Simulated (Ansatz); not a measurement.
# AgI: strain energy, fitted

AgI, P6_3mc, a = 4.686 Å, c = 7.661 Å. The compound has several low-lying forms, and this is one of them. Ansatz: PBE, PAW, 420 eV, Γ-centred 6×6×4 mesh on 4 atoms, Gaussian smearing 0.02 eV; no spin polarisation. Series: equal strain along all axes, cell held, atoms relaxed; x is the strain in per cent. y is the free energy over the unstrained cell, V0 = 36.427 Å³/atom.

```tsv
x (%)	y (meV/atom)
-4.5	?
-3.0	27.11
-1.5	6.31
0.0	0.00
1.5	5.63
3.0	21.10
4.5	44.59
```

**Question.** Fit y = c2 x² + c3 x³ to the other rows, turn c2 into a modulus, and predict the missing energy.

**Answer.** Least squares on the rows shown. y = 2.6835 x² − 0.10764 x³. In eV per unit strain² c2 is 26.84; the stiffness is B for this strain (E = 9/2 B V0 ε², shape held): 2 × 26.84 × 160.2 / (9 × 36.427) = 26 GPa. At x = -4.5 the fit asked for gives 64.15 meV/atom. The run gave 65.40 meV/atom, so the fit is 1.25 meV/atom too low, 1.9 % of the span of the series, against an rms of 0.09 meV/atom on the fitted rows. The row lies outside the fitted range. With a term in x⁴ added, a fit to the same known rows predicts 64.88 meV/atom, which recovers part of the miss; the known rows don't hold the rest.